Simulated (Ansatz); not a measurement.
Level of theory: DFT PBE, scalar-relativistic, plane waves, PAW (Ansatz). Settings: cutoff 420 eV, Γ-centred meshes spaced at most about 0.3 Å⁻¹ (2π included), Gaussian smearing. No spin polarisation in the final relaxations.

Temperature and zero-point effects are left out.

Two forms of NaF were relaxed alike.

1.

Space group Fddd:1 (No. 70). a = 7.013 Å, b = 10.137 Å, c = 10.249 Å, α = 90.00°, β = 90.00°, γ = 90.00°
```
atom  site  symmetry       x       y       z
  Na   16g       ..2  0.7500  0.7500  0.0948
   F   16f       .2.  0.5000  0.6590  0.0000
```

2.

Space group Fm-3m (No. 225). a = 4.701 Å, b = 4.701 Å, c = 4.701 Å, α = 90.00°, β = 90.00°, γ = 90.00°
```tsv
atom	site	symmetry	x	y	z
Na	4b	m-3m	0.5000	0.0000	0.0000
F	4a	m-3m	0.0000	0.0000	0.0000
```

Task: Which is lower in energy, and by how much?

Result: Cell 2 is lower, by 119 meV/atom. Cell 1 has space group Fddd (No. 70), 22.8 Å³/atom and a gap of 5.11 eV on its mesh; cell 2 has the rock salt type, space group Fm-3m (No. 225), 13.0 Å³/atom and a gap of 6.09 eV. Counting F atoms around Na (those within 1.25 times the shortest such distance or 1.15 times the sum of covalent radii), cell 1 has Na 4 and cell 2 has Na 6. The denser one is the lower, and pressure would at first widen the difference. Both come from invented guesses. The part of the Crystallography Open Database at hand lists NaF in space group No. 225; sharing a group (Fm-3m) doesn't make a cell the listed structure.

Kohn–Sham gaps at this level usually fall short of measured ones. Cells relaxed within their symmetry can be saddle points.
